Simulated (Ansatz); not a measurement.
## Pb₃F₂: competing structures

Level of theory: Ansatz, DFT PBE, scalar-relativistic, plane waves, PAW. Settings: cutoff 420 eV, Γ-centred meshes no coarser than 0.19 Å⁻¹ for metals and 0.3 Å⁻¹ for insulators (2π included), Gaussian smearing.

All energies are static (0 K, no zero-point motion). The comparison covers the computed candidates alone. For metals, differences of a few meV/atom aren't resolved. Weakly bound directions are ill-defined at this level, which has no dispersion term (Pb3F2 R-3m, Pb3F2 P-3m1). Spin–orbit coupling is left out. No run is spin-polarised.

```
#                           started from      space group  atoms  V (Å³/atom)  ΔE (meV/atom)  gap on mesh (eV)
1         anti-tetradymite type, changed   R-3m (No. 166)      5         28.9              0              0.00
2  anti-A-type sesquioxide type, changed  P-3m1 (No. 164)      5         25.2             87              0.00
```

The lowest structure: Space group R-3m (No. 166), trigonal, a = 3.799 Å, c = 34.733 Å. Around Pb on Wyckoff site a (1 atom of the primitive cell) lie 6 F at 2.47 Å; around Pb on Wyckoff site c (2 atoms of the primitive cell) lie 3 Pb at 3.35 Å, 6 Pb at 3.80 Å and 3 F at 4.03 Å; F has 3 Pb at 2.47 Å. Its energy against the elements is -1.24 eV/atom. Energies over the elements count from the lowest elemental structures computed at the same level (F₂ as a molecule), with no empirical corrections.

```cif
data_structure
_symmetry_space_group_name_H-M 'R-3m:H'
_symmetry_Int_Tables_number 166
_cell_length_a 3.7985
_cell_length_b 3.7985
_cell_length_c 34.7332
_cell_angle_alpha 90.000
_cell_angle_beta 90.000
_cell_angle_gamma 120.000
_cell_volume 434.02
loop_
_atom_site_label
_atom_site_type_symbol
_atom_site_symmetry_multiplicity
_atom_site_Wyckoff_symbol
_atom_site_fract_x
_atom_site_fract_y
_atom_site_fract_z
_atom_site_occupancy
Pb1 Pb 3 a 0.00000 0.00000 0.00000 1
Pb2 Pb 6 c 0.33333 0.66667 0.86979 1
F1 F 6 c 0.66667 0.33333 0.69956 1
```

The second: Space group P-3m1 (No. 164), trigonal, a = 3.991 Å, c = 9.133 Å. Around Pb on Wyckoff site a (1 atom of the primitive cell) lie 6 Pb at 3.49 Å and 6 Pb at 3.99 Å (next F at 4.28 Å); around Pb on Wyckoff site d (2 atoms of the primitive cell) lie 3 F at 2.51 Å and 1 F at 2.90 Å; around F lie 3 Pb at 2.51 Å, 1 Pb at 2.90 Å and 3 F at 3.00 Å.